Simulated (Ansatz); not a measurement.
## Formation energy of PbO-type SrO

Level of theory: DFT, PBE, scalar-relativistic, no spin polarisation; plane waves to 420 eV with PAW datasets (Ansatz 0.2.0), Γ-centred 8×8×10 mesh, 0.05 eV Gaussian smearing. The datasets are Ansatz's generated set soft_2.

The start was a prototype's sites filled with these elements. The Crystallography Open Database lists the compound in space group Fm-3m (rock salt), so this is a trial structure.

It takes space group P4/nmm (No. 129, tetragonal). Conventional cell: a = 4.486 Å, b = 4.486 Å, c = 3.597 Å, α = 90.00°, β = 90.00°, γ = 90.00°. Sr (site symmetry 4mm) is surrounded by 4 O at 2.44 Å. O (site symmetry -4m2) has 4 Sr at 2.44 Å as nearest neighbours. (Shells end 15 % past the nearest neighbour.)

The elements were computed in their standard states (gases as isolated molecules) with the same datasets, cutoff and functional. Total energies depend on the potentials used, so only differences within one code and one set of settings carry meaning.

Energy of the relaxed cell (4 atoms, smearing extrapolated to zero): -8228.161 eV. Elements, in eV/atom: Sr -3544.220, O -564.968.

Q: What is the formation energy?

A: [-8228.161 − (2 × -3544.220 + 2 × -564.968)] / 4 = -2.45 eV/atom, or -236 kJ per mole of atoms.

The value is for 0 K, without zero-point energy and without any correction for the binding of gas molecules. Uncorrected semilocal values for oxides, chalcogenides and halides often miss by tenths of an eV an atom. A negative value shows stability against the elements alone, not against other compounds or structures.

Bader charges against formal ones: Sr +1.47 (+2), O −1.47 (−2). The cations give up 73 % of the formal charge; Bader charges stay under formal ones because the anions' density reaches into the cations' basins.

Formal charges Sr²⁺, O²⁻ balance and leave closed shells on every ion, so a band insulator is expected, and the gap is 2.52 eV.

Semilocal functionals underestimate band gaps, commonly by a third or more.
